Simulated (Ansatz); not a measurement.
# TaSi2: the cost of one run

Program: Ansatz 0.2.0. Level of theory: DFT PBE, scalar-relativistic, plane waves, PAW. These are calculated values, not measurements.

## 1. The structure to begin with

The structure is hexagonal, space group P6/mmm (No. 191). The conventional cell has a = 3.116 Å, b = 3.116 Å, c = 6.615 Å, α = 90.00°, β = 90.00°, γ = 120.00°. Around Ta (site symmetry 6/mmm) lie 6 Ta at 3.12 Å. Around Si (site symmetry -6m2) lie 3 Si at 1.80 Å.

Coordinates:

```xyz
3
Lattice="3.1163 0.0000 0.0000 -1.5581 2.6988 0.0000 0.0000 0.0000 6.6152" Properties=species:S:1:pos:R:3 pbc="T T T"
Ta    0.0000    0.0000    3.3076
Si    0.0000    1.7992    0.0000
Si    1.5581    0.8996    0.0000
```

The cell is invented: random cell by space group and Wyckoff sites (P6/mmm, No. 191). Its size is a rough estimate.

## 2. Probe: one point on a coarse mesh

Contents of input.yaml:

```yaml
crystal:
  lattice:
    - [3.11626875, 0.0, 0.0]
    - [-1.55813437, 2.6987679, 0.0]
    - [0.0, 0.0, 6.61519518]
  atoms:
    - { symbol: Ta, position: [0.0, 0.0, 0.5] }
    - { symbol: Si, position: [0.33333333, 0.66666667, 0.0] }
    - { symbol: Si, position: [0.66666667, 0.33333333, 0.0] }
basis:
  ecutwfc: 420
kpoints:
  mp_grid: { grid: [6, 6, 4] }
hamiltonian:
  xc: pbe
scf:
  occupations: { method: gaussian, width: 0.1 }
  lower_state_search: "off"
output:
  forces: true
  stress: true
  eigenvalues: true
```

On the command line:

```console
$ ansatz run input.yaml --threads 1 --pin off --max-ram 2560MiB --backend cpu --events-out ev --progress --plain --runs-dir out
```

Q: Estimate wall time and peak memory on 1 thread of Arm Neoverse V2, shared host.

About 1.2 s, with a peak of 0.3 GiB.
